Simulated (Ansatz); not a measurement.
Reaction (substitution at a C–Si bond): `C[SiH](F)B[SiH3]` + `CCCCO` → `CCCCOC` + `F[SiH2]B[SiH3]`

Computed with Ansatz on PBE0-D4/def2-TZVP structures; ΔE is electronic, products minus reactants. CBS: MP2 limit from def2 TZ/QZ plus the TZ coupled-cluster correction, frozen cores. DFT in def2-TZVPP. B3LYP here is the variant with VWN-RPA as its local correlation; programs differ in this. One conformer a species, not always the lowest.

```tsv
level	ΔE (kJ/mol)
LDA (SPW92)	81.8
PBE-D4	84.7
ωB97M-V	86.2
BLYP	76.8
r2SCAN	86.3
B3LYP	78.9
MP2/def2-TZVPP	88.8
CCSD(T)/def2-TZVPP	83.7
```

(1) What does CCSD(T)/CBS give? (Best estimate.)

Largest T1 diagnostic among the species: 0.013.

Results:

(1) The calculation gave: +87.3 kJ/mol. The listed levels differ from it by -5.5, -2.6, -1.1, -10.5, -1.0, -8.4, 1.5, -3.6 kJ/mol.

In def2-TZVPP, CCSD(T) changes the Hartree–Fock value by +11.5 kJ/mol (the triples alone add +0.7 kJ/mol) and MP2 by +16.7 kJ/mol. Leaving LDA and LC-ωPBE aside and taking each functional with its dispersion term where it has one, the values, not all of them listed here, spread over 8.8 kJ/mol, from BLYP-D4 to r2SCAN0-D4.

CCSD(T)/CBS has its own doubt, a few kJ/mol and more with outer-core shells, so smaller differences from it don't rank the levels.
